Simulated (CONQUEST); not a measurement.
## CdS (Greenockite) under changes of volume

One of the cells (25.121 Å³/atom); the others are scaled copies at fixed shape and fractional positions:

```
Cd S
1.0
     4.15000    0.00000    0.00000
     0.00000    6.73700    0.00000
     0.00000    0.00000    7.18801
Cd S
4 4
Direct
  0.00000 0.50000 0.33333
  0.50000 0.50000 0.83333
  0.00000 0.00000 0.66667
  0.50000 0.00000 0.16667
  0.00000 0.87500 0.33333
  0.50000 0.87500 0.83333
  0.00000 0.37500 0.66667
  0.50000 0.37500 0.16667
```

```yaml
Program: CONQUEST 1.3
Functional: PBEsol
Potentials_or_basis: PseudoDojo NC PBEsol, DZP, grid of 40 × 64 × 72 points
k_mesh: 7 × 4 × 4
Occupations: fermi-dirac, width 0.05 eV
Spin: no spin polarisation
```

```csv
volume (Å³/atom),energy over the lowest point (meV/atom),pressure (GPa),gap on the mesh (eV),largest force (eV/Å)
23.614,17.43,4.1,1.42,0.087
24.116,?,?,?,?
24.618,1.48,1.1,1.30,0.074
25.121,0.00,-0.1,1.24,0.072
25.623,2.31,-1.3,1.19,0.069
26.126,8.00,-2.3,1.13,0.065
26.628,16.74,-3.3,1.08,0.056
```

Problem. What does the run at 24.116 Å³/atom give?

Solution. Energy over the lowest point 7.11 meV/atom; pressure 2.5 GPa; gap on the mesh 1.36 eV; largest force 0.076 eV/Å.

Worked out: A Birch-Murnaghan fit of order 3 (a polynomial in V^(-2/3)) to the other rows has its minimum at 25.06 Å³/atom with B0 = V·E''(V) = 61 GPa and B' = 4.3 at fixed shape and positions, which overstates the stiffness. It gives 7.13 meV/atom at 24.116 Å³/atom, against the run's 7.11, and -dE/dV = 2.5 GPa, against 2.5. A straight line through the other rows of the gap, of slope -2.83 eV per unit of ln V, gives 1.36 eV, against the run's 1.36.

Energies are extrapolated to zero smearing.

Caveats: an odd mesh through Γ misses points on the zone boundary, where band edges often lie; the basis of atomic orbitals isn't converged, which shifts pressures, moduli and gaps. Spin-orbit coupling on Cd is left out.
